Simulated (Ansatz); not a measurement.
WS2 (started from an entry of an open crystallographic database) (r2SCAN+rVV10 geometry), in Ansatz:

```cif
data_structure
_symmetry_space_group_name_H-M 'R3m:H'
_symmetry_Int_Tables_number 160
_cell_length_a 3.1718
_cell_length_b 3.1718
_cell_length_c 18.7124
_cell_angle_alpha 90.000
_cell_angle_beta 90.000
_cell_angle_gamma 120.000
_cell_volume 163.03
loop_
_atom_site_label
_atom_site_type_symbol
_atom_site_symmetry_multiplicity
_atom_site_Wyckoff_symbol
_atom_site_fract_x
_atom_site_fract_y
_atom_site_fract_z
_atom_site_occupancy
W1 W 3 a 0.66667 0.33333 0.33267 1
S1 S 3 a 0.66667 0.33333 0.08278 1
S2 S 3 a 0.33333 0.66667 0.24919 1
```

G0W0@PBE with 298 empty bands, a screening cutoff of 180 eV and a 6×6×6 mesh (PAW, contour deformation) gives 1.485 eV over the mesh points, from a PBE gap of 1.079 eV; it sums over 311 bands with 295 plane waves in the screening and a wave cutoff of 420 eV. The G0W0 figures hold for the stated bands, cutoff and mesh and aren't extrapolated. (Simulation; spin polarisation is off.)

Q: Estimate the gap with starting point HSE06.

A: 1.695 eV (+0.210 eV), from a Kohn-Sham gap of 1.613 eV.

Q: Estimate the gap with starting point r2SCAN, with them a wave cutoff of 500 eV.

A: 1.556 eV (+0.071 eV), from a Kohn-Sham gap of 1.190 eV.

Q: Estimate the gap with starting point PBE0.

A: 1.824 eV (+0.339 eV), from a Kohn-Sham gap of 2.273 eV.

Q: Another run gave a Kohn-Sham gap of 1.079 eV and a G0W0 gap of 1.497 eV, summing over 311 bands with 295 plane waves in the screening and a wave cutoff of 420 eV. What was changed?

A: Frequency model Godby-Needs pole. Only the quasiparticle gap differs.

Spin-orbit coupling is left out, which matters wherever the heavy atoms make up the band edges.

The program warns that the k mesh is coarse for exact exchange in some of these runs, so their gaps aren't converged.
